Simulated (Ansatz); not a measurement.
**CdTe (zincblende): equation of state and elastic constants**

The task here is to estimate one member of a computed series from the others.

Program: Ansatz 0.2.0. Level of theory: DFT r²SCAN, scalar-relativistic, plane waves, PAW. These are calculated values, not measurements.

1 further run of the same task is left out (set aside as unsound or not needed).

## The structure to begin with

Symmetry: F-43m, No. 216, cubic system. Conventional cell: a = 6.557 Å, b = 6.557 Å, c = 6.557 Å, α = 90.00°, β = 90.00°, γ = 90.00°. Cd (site symmetry -43m) has 4 Te at 2.84 Å as nearest neighbours. Around Te (site symmetry -43m) lie 4 Cd at 2.84 Å.

Structure file:

```
Cd Te
1.0
     0.00000    3.27872    3.27872
     3.27872    0.00000    3.27872
     3.27872    3.27872    0.00000
Cd Te
1 1
Direct
  0.00000 0.00000 0.00000
  0.25000 0.25000 0.25000
```

This cell comes from an earlier session at r²SCAN: 35.246 Å³/atom at 0.00 GPa, on a 10×10×10 mesh.

Volume factors to run: 0.980, 1.020, 0.960, 1.040, 1.070.

The first run:

The input, input.yaml:

```yaml
crystal:
  lattice:
    - [0.0, 3.2567191586, 3.2567191586]
    - [3.2567191586, 0.0, 3.2567191586]
    - [3.2567191586, 3.2567191586, 0.0]
  atoms:
    - { symbol: Cd, position: [0.0, 0.0, 0.0] }
    - { symbol: Te, position: [0.25, 0.25, 0.25] }
basis:
  ecutwfc: 500
  ecutrho_ratio: 4
kpoints:
  mp_grid: { grid: [10, 10, 10] }
hamiltonian:
  xc: r2scan
scf:
  occupations: { method: gaussian, width: 0.05 }
output:
  forces: true
  stress: true
  eigenvalues: true
```

Started as:

```sh
ansatz run input.yaml --threads 4 --pin off --max-ram 7168MiB --backend cpu --events-out ev --progress --plain --runs-dir out
```

Steps of the session up to this table: Scaling the volume by 0.980; At 1.020 of the relaxed volume; At 0.960 of the relaxed volume; Volume × 1.040; At 1.070 of the relaxed volume.

One of the session's tables, all rows but one given; the rest of the session is left out.

| volume (Å³/atom) | energy (meV/atom) | pressure (GPa) | gap (eV) |
| --- | --- | --- | --- |
| 33.837 | 7.69 | 1.81 | 1.30 |
| 34.541 | 1.86 | 0.86 | 1.23 |
| 35.246 | 0.00 | 0.00 | 1.17 |
| 35.951 | ? | ? | ? |
| 36.656 | 6.57 | -1.44 | 1.04 |
| 37.714 | 19.09 | -2.33 | 0.95 |

Estimate the missing values for volume (Å³/atom) = 35.951.

Worked estimate for «energy (meV/atom)». A straight line through the neighbours (35.246, 0.00) and (36.656, 6.57) gives 0.00 + (6.57 − 0.00) × (35.951 − 35.246) / (36.656 − 35.246) = 3.29; a parabola fitted to 4 rows on both sides gives 1.77.

The run gave: energy (meV/atom): 1.70; pressure (GPa): -0.76; gap (eV): 1.10. In «energy (meV/atom)» the line misses by +1.59 and the parabola by +0.07.

volume (Å³/atom), energy (meV/atom) and a bar:
```
    33.84        7.7 ############
    34.54        1.9 ###
    35.25        0.0 
    35.95        1.7 ###
    36.66        6.6 ##########
    37.71       19.1 ##############################
```
